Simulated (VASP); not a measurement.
# Br (I4/mmm) in VASP: settings compared

The runs below take Br through single point, with RPBE+D3(BJ), PBE, RPBE+D4.

Program: VASP 6.6.1. These are calculated values, not measurements. Logs are shortened: lines on timing, memory, paths and dates and some standing lists are left out, and cuts for length are marked.

**1. The structure**

Symmetry: I4/mmm, No. 139, tetragonal system. The conventional cell has a = 2.828 Å, b = 2.828 Å, c = 7.107 Å, α = 90.00°, β = 90.00°, γ = 90.00°. Br (site symmetry 4/mmm) has 4 Br at 2.83 Å as nearest neighbours.

**2. Single point, RPBE+D3(BJ), non-collinear spin, zero start, spin-orbit coupling**

INCAR

```
ALGO = Normal
EDIFF = 1E-6
ENCUT = 520
GGA = RP
GGA_COMPAT = False
ISIF = 2
ISMEAR = -1
IVDW = 12
LASPH = True
LCHARG = False
LORBIT = 11
LORBMOM = True
LREAL = False
LSORBIT = True
LWAVE = False
MAGMOM = 0 0 0
NBANDS = 18
NELM = 150
PREC = Accurate
SIGMA = 0.15
```

KPOINTS

```
k-points
0
Gamma
  13 13 13
```

POSCAR

```
Br
1.0
   -1.4139377815      1.4139377815      3.5535064628
    1.4139377815     -1.4139377815      3.5535064628
    1.4139377815      1.4139377815     -3.5535064628
Br
1
Direct
    0.0000000000      0.0000000000      0.0000000000
```

Potentials or basis: VASP PAW PBE potentials, release 64 (Br).

Started as:

```sh
> cat potpaw_PBE.64/Br/POTCAR > POTCAR
> mpirun -np 1 vasp_ncl > vasp.out
```

OUTCAR:

```text
EDIFF = 1E-6
   ENCUT = 520
   GGA = RP
   ISIF = 2
   ISMEAR = -1
   IVDW = 12
   LASPH = True
   LORBIT = 11
   LREAL = False
   LSORBIT = True
   NELM = 150
   PREC = Accurate
 IVDW          = 12

 ion  position               nearest neighbor table
   1  0.000  0.000  0.000-

  LATTYP: Found a body centered tetragonal cell.
 ALAT       =     2.8278755630
 C/A-ratio  =     2.5131986070

  Lattice vectors:

 A1 = (  -1.4139377815,   1.4139377815,   3.5535064628)
 A2 = (   1.4139377815,  -1.4139377815,   3.5535064628)
 A3 = (   1.4139377815,   1.4139377815,  -3.5535064628)

Analysis of symmetry for initial positions (statically):
=====================================================================
 Subroutine PRICEL returns:
 Original cell was already a primitive cell.

 Routine SETGRP: Setting up the symmetry group for a
 body centered tetragonal supercell.

 Subroutine GETGRP returns: Found 16 space group operations
 (whereof 16 operations were pure point group operations)
 out of a pool of 16 trial point group operations.

The static configuration has the point symmetry D_4h.

Analysis of symmetry for dynamics (positions and initial velocities):
=====================================================================
 Subroutine PRICEL returns:
 Original cell was already a primitive cell.

 Routine SETGRP: Setting up the symmetry group for a
 body centered tetragonal supercell.

 Subroutine GETGRP returns: Found 16 space group operations
 (whereof 16 operations were pure point group operations)
 out of a pool of 16 trial point group operations.

The dynamic configuration has the point symmetry D_4h.

Analysis of structural, dynamic, and magnetic symmetry:
=====================================================================
 Subroutine PRICEL returns:
 Original cell was already a primitive cell.

 Routine SETGRP: Setting up the symmetry group for a
 body centered tetragonal supercell.

 Subroutine GETGRP returns: Found 16 space group operations
 (whereof 16 operations were pure point group operations)
 out of a pool of 16 trial point group operations.

The overall configuration has the point symmetry D_4h.

 Subroutine INISYM returns: Found 16 space group operations
 (whereof 16 operations are pure point group operations),
 and found     1 'primitive' translations

----------------------------------------------------------------------------------------

                                     Primitive cell

  volume of cell :      28.4170

  direct lattice vectors                    reciprocal lattice vectors
    -1.413937782  1.413937782  3.553506463     0.000000000  0.353622349  0.140706090
     1.413937782 -1.413937782  3.553506463     0.353622349  0.000000000  0.140706090
     1.413937782  1.413937782 -3.553506463     0.353622349  0.353622349  0.000000000

  length of vectors
     4.077480629  4.077480629  4.077480629     0.380587664  0.380587664  0.500097522

  position of ions in fractional coordinates (direct lattice)
     0.000000000  0.000000000  0.000000000

  ion indices of the primitive-cell ions
   primitive index   ion index
                 1           1

----------------------------------------------------------------------------------------

 KPOINTS: k-points

Automatic generation of k-mesh.
 Grid dimensions read from file:
 generate k-points for:   13   13   13

 Generating k-lattice:

  Cartesian coordinates                     Fractional coordinates (reciprocal lattice)
     0.000000000  0.027201719  0.010823545     0.076923077  0.000000000 -0.000000000
     0.027201719  0.000000000  0.010823545     0.000000000  0.076923077 -0.000000000
[... 53 lines left out ...]
   LNONCOLLINEAR =      T non collinear calculations
   LSORBIT =      T    spin-orbit coupling
   LASPH  =      T    aspherical Exc in radial PAW
   ENCUT  =  520.0 eV  38.22 Ry    6.18 a.u.   7.58  7.58  7.58*2*pi/ulx,y,z
   NELM   =    150;   NELMIN=  2; NELMDL= -5     # of ELM steps
   EDIFF  = 0.1E-05   stopping-criterion for ELM
   LREAL  =      F    real-space projection
   EDIFFG = 0.1E-04   stopping-criterion for IOM
   NSW    =      0    number of steps for IOM
   IBRION =     -1    ionic relax: 0-MD 1-quasi-New 2-CG
   NFREE  =      0    steps in history (QN), initial steepest desc. (CG)
   ISIF   =      2    stress and relaxation
   ISYM   =      2    0-nonsym 1-usesym 2-fastsym
   POTIM  = 0.5000    time-step for ionic-motion
   TEBEG  =    0.0;   TEEND  =   0.0 temperature during run
   PSTRESS=    0.0 pullay stress
   NELECT =       7.0000    total number of electrons
   NUPDOWN=      -1.0000    fix difference up-down
   EMIN   =  10.00;   EMAX   =-10.00  energy-range for DOS
   EFERMI =   0.00;   METHOD = LEGACY
   ISMEAR =    -1;   SIGMA  =   0.15  broadening in eV -4-tet -1-fermi 0-gaus
   EFERMI_NEDOS =   21; number of points for ismear=-14 and -15
   IALGO  =     38    algorithm
   IMIX   =      4    mixing-type and parameters
     AMIX     =   0.40;   BMIX     =  1.00
     AMIX_MAG =   1.60;   BMIX_MAG =  1.00
  volume/ion in A,a.u.               =      28.42       191.77
  Fermi-wavevector in a.u.,A,eV,Ry     =   1.026238  1.939309 14.329184  1.053165
  Thomas-Fermi vector in A             =   2.160121
   LORBIT       =     11    0 simple, 1 ext, 2 COOP (PROOUT), +10 PAW based schemes
   GGA     = RP    functional components
   LHFCALC =     F    Hartree Fock is set to
   AEXX    =    0.0000 exact exchange contribution
   IVDW    =    12    specifies the selected vdW correction
   LEPSILON=     F    determine dielectric tensor
   LRPA    =     F    only Hartree local field effects (RPA)
  energy-cutoff  :      520.00
  volume of cell :       28.42
 maximum number of plane-waves:      1572
   NGX = 15   NGY = 15   NGZ = 15

 number of electron       6.9999999 magnetization      -0.0000000     -0.0000000      0.0000000

 number of electron       6.9999999 magnetization       0.0000000      0.0000000      0.0000000

 number of electron       6.9999999 magnetization      -0.0000000     -0.0000000     -0.0000000

 Free energy of the ion-electron system (eV)
  ---------------------------------------------------
  ext. energy  EPLUGINS =         0.00000000
  ---------------------------------------------------
  free energy    TOTEN  =        -1.18006154 eV

  energy without entropy =       -1.14244692  energy(sigma->0) =       -1.16125423

 E-fermi :   1.7846     XC(G=0):  -8.4751

 val. band max:        1.7555249367   @ k =  -0.2308   0.3077   0.0769
 cond. band min:       1.8104081371   @ k =  -0.4615  -0.4615   0.3846
 fundamental gap:      0.0548832004
 Fermi energy:         1.7846152654

 k-point     1 :       0.0000    0.0000    0.0000
  band No.  band energies     occupation
      1     -14.6179      1.00000
      2     -14.6179      1.00000
      3      -0.6527      1.00000
      4      -0.6527      1.00000
      5       2.5526      0.00594
      6       2.5526      0.00594
[... 481 lines left out ...]
      5      -0.0852      1.00000
      6      -0.0852      1.00000
[... 10 lines left out ...]
     17      17.2216      0.00000
     18      17.2216      0.00000

 [... further k-points ...]

------------------------ aborting loop because EDIFF is reached ----------------------------------------

 Edisp (eV)   -0.83536

 E8    (eV) :    -0.4697

  FORCE on cell =-STRESS in cart. coord.  units (eV):
  Direction    XX          YY          ZZ          XY          YZ          ZX
  --------------------------------------------------------------------------------------
  -------------------------------------------------------------------------------------
  Total      -0.57929    -0.57929    -0.26461     0.00000     0.00000     0.00000
  in kB     -32.66092   -32.66092   -14.91909     0.00000     0.00000     0.00000
  external pressure =      -26.75 kB  Pullay stress =        0.00 kB

 VOLUME and BASIS-vectors are now :
 -----------------------------------------------------------------------------
  energy-cutoff  :      520.00
  volume of cell :       28.42
      direct lattice vectors                 reciprocal lattice vectors
    -1.413937782  1.413937782  3.553506463     0.000000000  0.353622349  0.140706090
     1.413937782 -1.413937782  3.553506463     0.353622349  0.000000000  0.140706090
     1.413937782  1.413937782 -3.553506463     0.353622349  0.353622349  0.000000000

 POSITION                                       TOTAL-FORCE (eV/Angst)
 -----------------------------------------------------------------------------------
      0.00000      0.00000      0.00000         0.000000      0.000000      0.000000
 -----------------------------------------------------------------------------------
    total drift:                               -0.000000     -0.000000     -0.000000

  FREE ENERGIE OF THE ION-ELECTRON SYSTEM (eV)
  ---------------------------------------------------
  free  energy   TOTEN  =        -2.0154256743 eV

  energy  without entropy=       -1.9778110551  energy(sigma->0) =       -1.99661836

 orbital moment (x)

 # of ion     p       d       tot
 ----------------------------------------
  1         0.000   0.000   0.000
 ----------------------------------------
            0.000   0.000   0.000

 orbital moment (y)

 # of ion     p       d       tot
 ----------------------------------------
  1         0.000  -0.000  -0.000
 ----------------------------------------
            0.000  -0.000  -0.000

 orbital moment (z)

 # of ion     p       d       tot
 ----------------------------------------
  1         0.000  -0.000  -0.000
 ----------------------------------------
            0.000  -0.000  -0.000

 Spin-Orbit-Coupling matrix elements

 Ion:    1  E_soc:     -0.0754658
 l=   1
     0.0000000    -0.0116953    -0.0143201
    -0.0116953     0.0000000    -0.0116953
    -0.0143201    -0.0116953     0.0000000
 l=   2
     0.0000000     0.0000012     0.0000000     0.0000012    -0.0000088
     0.0000012     0.0000000    -0.0000038    -0.0000002    -0.0000040
     0.0000000    -0.0000038     0.0000000    -0.0000038     0.0000000
     0.0000012    -0.0000002    -0.0000038     0.0000000    -0.0000040
    -0.0000088    -0.0000040     0.0000000    -0.0000040     0.0000000
 l=   3
     0.0000000     0.0000000     0.0000000     0.0000000     0.0000000     0.0000000     0.0000000
     0.0000000     0.0000000     0.0000000     0.0000000     0.0000000     0.0000000     0.0000000
     0.0000000     0.0000000     0.0000000     0.0000000     0.0000000     0.0000000     0.0000000
     0.0000000     0.0000000     0.0000000     0.0000000     0.0000000     0.0000000     0.0000000
     0.0000000     0.0000000     0.0000000     0.0000000     0.0000000     0.0000000     0.0000000
     0.0000000     0.0000000     0.0000000     0.0000000     0.0000000     0.0000000     0.0000000
     0.0000000     0.0000000     0.0000000     0.0000000     0.0000000     0.0000000     0.0000000

 total charge

# of ion       s       p       d       tot
------------------------------------------
    1        1.655   3.047   0.032   4.735

 magnetization (x)

# of ion       s       p       d       tot
------------------------------------------
    1        0.000   0.000   0.000   0.000

 magnetization (y)

# of ion       s       p       d       tot
------------------------------------------
    1        0.000   0.000  -0.000  -0.000

 magnetization (z)

# of ion       s       p       d       tot
------------------------------------------
    1       -0.000   0.000  -0.000   0.000
```

Run time: 2.9 min. Hardware: 1 thread of Intel Xeon Platinum 8488C (Sapphire Rapids), shared host; peak memory 0.36 GiB.

Results:

| Item | Value |
| --- | --- |
| Free energy | -2.0154 eV |
| Pressure | -2.7 GPa |
| Net moment | 0.00 μB per cell |
| Valence electrons inside the program's atomic spheres | Br 4.74 |
| Dispersion energy per atom | -0.835 eV |

Stress tensor (GPa, compression positive):
```
-3.27  0.00  0.00
 0.00 -3.27  0.00
 0.00  0.00 -1.49
```

Moments on the atoms (μB; x, y, z):
```
Br  0.00 0.00 0.00
```

Caveat: the PAW data sets were made with another functional, which shifts forces and pressure a little.

**3. Single point, PBE**

This run uses another cell than the first one, of 29.00 Å³/atom, 1.020 times its volume.

INCAR

```
SYSTEM = Br
PREC     = Accurate       ! precision mode
ENCUT    = 520            ! plane-wave cutoff, eV
EDIFF    = 1E-7           ! SCF threshold, eV
ISMEAR   = -1             ! smearing method
SIGMA    = 0.02           ! smearing width, eV
LREAL    = .False.        ! projectors in reciprocal space
LASPH    = .True.         ! aspherical terms in the spheres
NELM     = 100            ! most SCF steps
ALGO     = Fast           ! electronic algorithm
ISIF     = 2              ! what is computed and relaxed
LWAVE    = .False.        ! write WAVECAR
LCHARG   = .False.        ! write CHGCAR
GGA      = PE             ! functional
NBANDS   = 10             ! bands
```

KPOINTS

```
Automatic mesh
0
Gamma
  6 6 6
  0 0 0
```

POSCAR

```
Br
1.0
   -1.4234917050      1.4234917050      3.5775173700
    1.4234917050     -1.4234917050      3.5775173700
    1.4234917050      1.4234917050     -3.5775173700
Br
1
Direct
    0.0000000000      0.0000000000      0.0000000000
```

Potentials or basis: VASP PAW PBE potentials, release 64 (Br).

Started as:

```sh
> cat potpaw_PBE.64/Br/POTCAR > POTCAR
> mpirun -np 1 vasp_std > vasp.out
```

Wall time 9.6 s (1 thread of Intel Xeon Platinum 8488C (Sapphire Rapids), shared host); peak memory 0.16 GiB.

Results (log left out):

```
Free energy            : -1.3565 eV
Pressure               : 1.7 GPa
Band gap on the k mesh : none (metal or under the smearing width)
```

Stress tensor (GPa, compression positive):
```
1.74 0.00 0.00
0.00 1.74 0.00
0.00 0.00 1.52
```

Levels at points of the mesh, in eV from the Fermi level:
| k point | band 1 | band 2 | band 3 | band 4 | band 5 | band 6 | band 7 |
| --- | --- | --- | --- | --- | --- | --- | --- |
| (0.00, 0.00, 0.00) | -15.81 | -1.83 | 1.42 | 1.42 | 5.91 | 10.30 | 10.79 |
| (0.50, 0.00, 0.00) | -14.15 | -5.37 | -1.43 | 2.31 | 6.81 | 12.50 | 13.29 |
| (0.50, 0.50, 0.00) | -12.65 | -4.02 | -3.74 | -0.17 | 5.92 | 8.78 | 12.99 |
| (0.50, 0.50, 0.50) | -15.56 | -4.01 | 1.25 | 1.25 | 9.77 | 9.80 | 12.24 |

Caveat: the k mesh is coarse (spacing up to 0.52 Å⁻¹), so the values aren't converged; an odd number of electrons without spin polarisation forces a metal; a magnetic or distorted state may lie lower.

(Continued in part 2 of 2.)
